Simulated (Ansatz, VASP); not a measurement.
# Au in VASP and in Ansatz

The input INCAR:

```
SYSTEM = Au
PREC = Accurate
ENCUT = 600
EDIFF = 1E-6
ISMEAR = -1
SIGMA = 0.05
LREAL = .False.
LASPH = .True.
NELM = 100
ALGO = Fast
ISIF = 3
LWAVE = .False.
LCHARG = .False.
GGA = RE
IVDW = 13
IBRION = 2
NSW = 40
EDIFFG = -0.01
```

The input KPOINTS:

```
Automatic mesh
0
Gamma
  11 11 11
  0 0 0
```

File POSCAR:

```
Au
1.0
    0.0000000000      2.0350000000      2.0350000000
    2.0350000000      0.0000000000      2.0350000000
    2.0350000000      2.0350000000      0.0000000000
Au
1
Direct
    0.0000000000      0.0000000000      0.0000000000
```

The input input.yaml:

```yaml
crystal:
  lattice:
    - [0.0, 2.035, 2.035]
    - [2.035, 0.0, 2.035]
    - [2.035, 2.035, 0.0]
  atoms:
    - { symbol: Au, position: [0.0, 0.0, 0.0] }
hamiltonian:
  xc: revpbe
  pseudopotentials: { kind: paw }
  dispersion: d4
kpoints:
  mp_grid: { grid: [11, 11, 11] }
scf:
  occupations: { method: fermi_dirac, width: 0.05 }
output:
  forces: true
  stress: true
  write_density: true
  write_potential: true
  elf: true
  volumetric_format: npy
relax:
  f_tol: 0.01
  max_steps: 40
  cell: { stress_tol: 0.05 }
```

Alike in both runs: task relaxation of cell and atoms; functional revPBE; dispersion D4; k mesh 11 × 11 × 11; occupations fermi-dirac, width 0.05 eV; no spin polarisation.

|  | VASP | Ansatz |
| --- | --- | --- |
| version | VASP 6.6.1 | Ansatz 0.2.0 |
| potentials or method | VASP PAW PBE potentials, release 64 (Au) | Ansatz PAW |
| plane-wave cutoff (eV) | 600 | 420 |
| valence electrons in the cell | 11 | 19 |

|  | VASP | Ansatz | Ansatz less VASP |
| --- | --- | --- | --- |
| gap on the k mesh at the Fermi level, each at its own relaxed structure (eV) | none | none | - |
| relaxed volume (Å³/atom) | 17.16 | 17.19 | +0.031 |
| relaxed cell length with the largest relative difference (Å) | 2.895 | 2.897 | +0.0017 |
| energy change over the relaxation (meV/atom) | -3 | -3 | -0.5 |

A gap of «none» marks a metal or a gap that the smearing closes. The two sets of potentials don't hold the same shells in valence.

Caveats: pairwise dispersion overbinds metals, which lowers pressure and volume; the PAW data sets were made with another functional, which shifts forces and pressure a little (VASP); the plane-wave basis is chosen anew once the cell has moved, so the energies of steps on either side of that aren't comparable (Ansatz); the PAW data sets come from PBE, with cores solved anew for the run's functional, which leaves a small shift of forces and pressure (Ansatz). The runs have no spin-orbit coupling, so splittings on Au are missing. Zero-point motion and thermal expansion aren't in these numbers.
